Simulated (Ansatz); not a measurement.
The cell was built from the wurtzite type and relaxed in the same program, and has space group P6_3/mmc; it needn't be a known or the stable phase. The relaxation left the symmetry of that type.

An input for NaCl and the output that it gave: DFT, PBE, all-electron LAPW, scalar-relativistic (Ansatz 0.2.0).

Command: `ansatz run input.yaml --threads 1 --pin off --max-ram 3072MiB --backend cpu --events-out ev --progress --plain --runs-dir out` The run took about 47 s on 1 thread of a shared machine.

```yaml
crystal:
  lattice:
    - [4.778966945, 0.0, 0.0]
    - [-2.3894834725, 4.1387067782, 0.0]
    - [0.0, 0.0, 5.6583025122]
  atoms:
    - { symbol: Na, position: [0.3333333333, 0.6666666667, -0.0619970283] }
    - { symbol: Na, position: [0.6666666667, 0.3333333333, 0.4380029717] }
    - { symbol: Cl, position: [0.3333333333, 0.6666666667, 0.4379970283] }
    - { symbol: Cl, position: [0.6666666667, 0.3333333333, 0.9379970283] }
kpoints:
  mp_grid: { grid: [10, 10, 6] }
  band_path:
    path:
      - [0.0, 0.0, 0.0]
      - [0.5, 0.0, 0.0]
      - [0.3333333333, 0.3333333333, 0.0]
      - [0.0, 0.0, 0.0]
      - [0.0, 0.0, 0.5]
      - [0.5, 0.0, 0.5]
      - [0.3333333333, 0.3333333333, 0.5]
      - [0.0, 0.0, 0.5]
      - [0.5, 0.0, 0.5]
    npoints: 14
scf:
  occupations: { method: fermi_dirac, width: 0.03 }
hamiltonian:
  xc: pbe
  pseudopotentials: { kind: all_electron, lapw: { basis_error: 0.0005 } }
output:
  forces: true
  stress: true
  eigenvalues: true
  populations: true
  dos: { projected: true, de: 0.2, e_range: [-14, 8] }
```

Output:

```
Warning: the atoms were moved onto the symmetric positions of the space group found under crystal.symmetry.tolerance 1.0e-5 (fractional; no operation is sought that the atoms, as they stand in a round, miss by more than twice it, and no atom is moved by as much as it), and the run uses the moved positions. Before a round's move an operation carried an atom to 3.36e-5 Å from where it should land, the largest such distance. Atom 0 (counting from 0) moved farthest, by 1.68e-5 Å; the longest move in fractions of the cell, of whichever atom, is 0.29 of the tolerance, in 1 round. To run the atoms as typed, lower crystal.symmetry.tolerance until the operations that they miss are no longer found, or set crystal.symmetry.detect: false (a key that needs symmetry detection or time reversal refuses this as the deck is read). The positions used, in the order of the run's atom list: position: [0.3333333333333333, 0.6666666666666666, -0.06200000000000001]; position: [0.6666666666666666, 0.3333333333333333, 0.438]; position: [0.3333333333333333, 0.6666666666666666, 0.438]; position: [0.6666666666666666, 0.3333333333333333, 0.9380000000000001]; The lattice was moved too: crystal.lattice keeps the space group found at crystal.symmetry.tolerance 1.0e-5 only nearly: the operation that it misses by the most changes a squared length by the fraction 6.74e-12. The run uses the lattice that is a stretch of the typed one, with no rotation, onto the one that keeps every operation to a double's rounding (on a very oblique basis the stretch itself rounds by more); the deck's lattice vector that moved farthest moved by 9.30e-12 Å. To run the lattice as typed, set crystal.symmetry.detect: false, as for the atoms. crystal.lattice made exact, in Å and degrees: [[4.778966944990699, 0.0, 0.0], [-2.3894834724953493, 4.138706778208055, 0.0], [0.0, 0.0, 5.6583025122]]. Pasted over the deck's crystal.lattice, beside positions in fractional coordinates, it runs the same cell (given as lengths and angles, that cell in the form's own orientation, a rigid turn of the misfit's size from the one run here, for which a checkpoint.post_process_only pass over this run's state can be refused: where this run relaxes nothing, give such a pass this deck's own crystal.lattice, as typed; behind a relaxation, as crystal.lattice, the state's own cell, identity.cell in its checkpoint.json), and a matrix so pasted ends this notice, except on a very skew basis of the lattice, where the rounding of the pasted numbers themselves can read as a misfit: the cell is then moved again, and that move is told again. The lattice as run is in this notice's lattice.as_run_ang field (Run.prep()["deck_notices"] in Python, the deck_notice line of an events file, deck_notices of ansatz run --dry-run=json, or deck_notices in record.json in the deck's checkpoint.write directory).
Na: projections on atomic orbitals take those of the free atom 1s2 2s2 2p6 3s1, of charge +0.00 (hamiltonian.pseudopotentials.projection_atoms)
Cl: projections on atomic orbitals take those of the free atom 1s2 2s2 2p6 3s2 3p5, of charge +0.00 (hamiltonian.pseudopotentials.projection_atoms)
LAPW: plane waves up to 7.045 Å⁻¹, error target 5.0e-4 eV per atom; small_component_spin mean_spin; Na in spheres of 1.380 Å, 9 of its electrons in bands, Dirac shells []; Cl in spheres of 1.380 Å, 15 of its electrons in bands, Dirac shells []
Engine: ansatz 0.2.0
Pseudopotentials: kind: all_electron
Pseudopotential: Na, LAPW, valence charge 9, Koelling and Harmon's equation, gaussian nucleus
Pseudopotential: Cl, LAPW, valence charge 15, Koelling and Harmon's equation, gaussian nucleus
Functional definition: PBE
  parameter kappa = 0.804
  parameter beta = 0.06672455060314922
  exchange = pbe_x(kappa = kappa, mu = beta*pi^2/3)
  correlation = pbe_c(beta = beta)
Crystal: 4 atoms, lattice volume = 111.914 Å³
Basis set: ecut = 189.12242087740685 eV, 685 PW (Γ), exchange–correlation at level 2
Bands: 29, of which v1, the nominal top of the filled ones, is band 24 counted from 1 (23 counted from 0)
Symmetry: 24 space group operations
Space group: P63/mmc (ITA 194), of the structure as read, at distance tolerance 4.8e-5 Å
k-points: 56 of 600
Non-local potential: Na, projectors of the file, none
Non-local potential: Cl, projectors of the file, none
Initial density: superposition of atomic densities (chi_scale 0.1, normalization cell, long waves kept (reshape's long-wave potential 0.00 eV rms))
Initial wavefunctions: plane waves of lowest kinetic energy (no species holds an atomic orbital)
Functional: x = pbe(κ = 0.804, μ = 0.2195149727645171), c = pbe(β = 0.06672455060314922)
iter 1 solved again at ethr=2.57e-3 eV; its pass at ethr=1.00e-1 eV (dr2=1.24e0 eV) is discarded
SCF iter   1: F=—  HF=-33963.920898 eV  |F-HF|=—  |Δ(HF+E_count)|=         —  Δρ=2.18e-2  dr2=1.24e0  ethr=2.57e-3  ⟨swp⟩=2.0  Hψ=10258  notcnv=0
preconditioner: auto → Resta (q_TF=auto, 2.369 Å⁻¹)  ε∞=1.9  [insulator: Δε(μ)=5.512 eV  Ē_g=19.462 eV  σ=0.030 eV  W_gap=1.00  n_scr=22 (ndim 8)  ℏωp=18.6 eV  f_vac=0.168  D(μ)=0.00/eV (n_scr^D=0)  ε∞_Penn≈1.9]
SCF iter   2: F=—  HF=-33963.328810 eV  |F-HF|=—  |Δ(HF+E_count)|=   5.92e-1  Δρ=8.26e-3  dr2=1.99e-1  ethr=2.57e-3  ⟨swp⟩=3.0  Hψ=5068  notcnv=0
SCF iter   3: F=—  HF=-33963.345774 eV  |F-HF|=—  |Δ(HF+E_count)|=   1.70e-2  Δρ=4.39e-3  dr2=5.84e-2  ethr=4.15e-4  ⟨swp⟩=2.9  Hψ=5022  notcnv=0
iter 4 solved again at ethr=9.54e-7 eV; its pass at ethr=1.22e-4 eV (dr2=4.58e-4 eV) is discarded
SCF iter   4: F=—  HF=-33963.370584 eV  |F-HF|=—  |Δ(HF+E_count)|=         —  Δρ=5.36e-4  dr2=4.55e-4  ethr=9.54e-7  ⟨swp⟩=2.0  Hψ=8545  notcnv=0
the basis was enlarged: its passes take 709.7 KiB over the memory plan, 1 of 1 planned eigensolver slots
SCF iter   5: F=—  HF=-33963.372061 eV  |F-HF|=—  |Δ(HF+E_count)|=   1.48e-3  Δρ=1.27e-4  dr2=3.52e-5  ethr=9.49e-7  ⟨swp⟩=3.0  Hψ=5280  notcnv=0
SCF iter   6: F=—  HF=-33963.372125 eV  |F-HF|=—  |Δ(HF+E_count)|=   6.34e-5  Δρ=5.72e-5  dr2=9.46e-6  ethr=7.34e-8  ⟨swp⟩=3.0  Hψ=4923  notcnv=0
SCF iter   7: F=—  HF=-33963.372151 eV  |F-HF|=—  |Δ(HF+E_count)|=   2.58e-5  Δρ=1.52e-5  dr2=7.20e-7  ethr=1.97e-8  ⟨swp⟩=3.0  Hψ=4967  notcnv=0
SCF iter   8: F=-33963.372153 eV  HF=-33963.372153 eV  |F-HF|=1.17e-8  |Δ(HF+E_count)|=   2.66e-6  Δρ=1.45e-6  dr2=5.46e-9  ethr=1.50e-9  ⟨swp⟩=3.0  Hψ=5018  notcnv=0
SCF 1 converged in 8 iterations: F = -33963.372153 eV  dr2 = 5.46e-9
NSCF: frozen V_eff on 113 k-points
SCF converged after 8 iterations
Free energy (F): -33963.372153 eV
Harris-Foulkes:  -33963.372153 eV  (|F-HF|=1.17e-8)
Internal energy: -33963.372153 eV  (E = F + TS)
E sigma→0 (E₀):  -33963.372153 eV
Fermi energy:    2.152802 eV
--- Per-component energies (eV) ---
  E_band       = -3676.841148
  E_kinetic    = 34098.707539
  E_xc         = -2319.628867
  E_electrostatic = -65742.450825  (all electrons and nuclei)
  E_smearing   = -0.000000  (= −TS)
  E_closure    = 0.000000  (closes the sum)
  E_atoms      = -33949.993831  (free atoms, spherical and without spin; not in F)
  Σ components = -33963.372153   (vs F -33963.372153, Δ=0.00e0)
  Basis errors (estimates in eV, not in F): energy 2.1e-4 per atom: plane waves 1.9e-4 (1.1e-4 summed), levels above the bands 7.9e-107, relativity 6.1e-9, radial functions 1.8e-5, core shells 8.2e-14; eigenvalues (radial functions only) 3.3e-6; not estimated: angular momenta, meshes, grids; target (lapw.basis_error) 5.0e-4; muffin-tin radii Na 1.380 Å, Cl 1.380 Å
--- Forces (eV/Å), atoms counted from 1 ---
  atom   1  Na    -0.00000000    -0.00000000     0.00000000
  atom   2  Na    -0.00000000     0.00000000     0.00000000
  atom   3  Cl    -0.00000000    -0.00000000     0.00000000
  atom   4  Cl    -0.00000000     0.00000000     0.00000000
  max |Σ_I F_I| component: 3.47e-18 eV/Å
--- Stress (GPa, compression-positive) ---
        0.031535       0.000000       0.000000
        0.000000       0.031535       0.000000
        0.000000       0.000000       0.007275
  P = ⅓ Tr σ = 0.0234 GPa (0.234 kbar)
--- Band table (eV; the first three rows and the last of 56) ---
  k-point 0: bands = ["-243.5517", "-243.5517", "-182.4618", "-182.4618", "-182.4609", "-182.4609", "-182.4609", "-182.4609", "-49.2666", "-49.2657", "-21.1913", "-21.1913", "-21.1903", "-21.1848", "-21.1848", "-21.1733", "-12.7230", "-12.4070", "-1.6336", "-0.9756", "-0.9756", "-0.5423", "-0.5423", "-0.2440", "4.4984", "7.2860", "9.4314", "9.4314", "10.3964"]
  k-point 1: bands = ["-243.5517", "-243.5517", "-182.4618", "-182.4618", "-182.4609", "-182.4609", "-182.4609", "-182.4609", "-49.2665", "-49.2658", "-21.1909", "-21.1909", "-21.1896", "-21.1853", "-21.1853", "-21.1749", "-12.6991", "-12.4252", "-1.5856", "-0.9481", "-0.9481", "-0.5728", "-0.5728", "-0.4064", "4.7614", "7.2624", "9.2713", "9.2713", "10.1678"]
  k-point 2: bands = ["-243.5517", "-243.5517", "-182.4618", "-182.4618", "-182.4609", "-182.4609", "-182.4609", "-182.4609", "-49.2664", "-49.2659", "-21.1897", "-21.1897", "-21.1875", "-21.1864", "-21.1864", "-21.1790", "-12.6356", "-12.4771", "-1.4295", "-0.8719", "-0.8719", "-0.7728", "-0.6553", "-0.6553", "5.4224", "6.9568", "9.1706", "9.1706", "9.7684"]
  k-point 55: bands = ["-243.5517", "-243.5517", "-182.4618", "-182.4618", "-182.4609", "-182.4609", "-182.4609", "-182.4609", "-49.2661", "-49.2661", "-21.2000", "-21.2000", "-21.1897", "-21.1897", "-21.1769", "-21.1769", "-12.4979", "-12.4979", "-1.6853", "-1.6853", "-1.0514", "-1.0514", "-0.3770", "-0.3770", "7.6502", "7.6502", "8.5497", "8.5497", "9.6294"]
--- Löwdin populations: 4 sites ---
  site symbol       q [e]
     0     Na     10.2892
     1     Na     10.2892
     2     Cl     17.6758
     3     Cl     17.6758
  spilling = 0.001252 (of n_electrons = 56.000000)
```
